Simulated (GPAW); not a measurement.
The system is NaF (Villiaumite).

```
CELL_PARAMETERS angstrom
0.00000 2.32000 2.32000
2.32000 0.00000 2.32000
2.32000 2.32000 0.00000
ATOMIC_POSITIONS crystal
Na 0.00000 0.00000 0.00000
F 0.50000 0.50000 0.50000
```

Base run:

* Program: GPAW 26.7.0
* Functional: PBEsol
* Potentials or basis: PAW data sets generated in the run's folder for this functional
* Cutoff: 800 eV
* Basis: pw
* k mesh: 10 × 10 × 10
* Occupations: fermi-dirac, width 0.05 eV
* Spin: no spin polarisation

Its results: band gap on the k mesh 6.16 eV, direct; pressure -1.1 GPa.

Task: The run is repeated on the same cell with these changes: functional from PBEsol to r2SCAN; potentials or basis from PAW data sets generated in the run's folder for this functional to GPAW PAW data sets (gpaw-data 1.2.1). What comes out?

Result: Band gap on the k mesh 7.11 eV, direct; pressure -2.4 GPa.

Caveats: the PAW data sets were made with another functional, which shifts forces and pressure a little (some runs).

Not every run made on this cell is shown here.
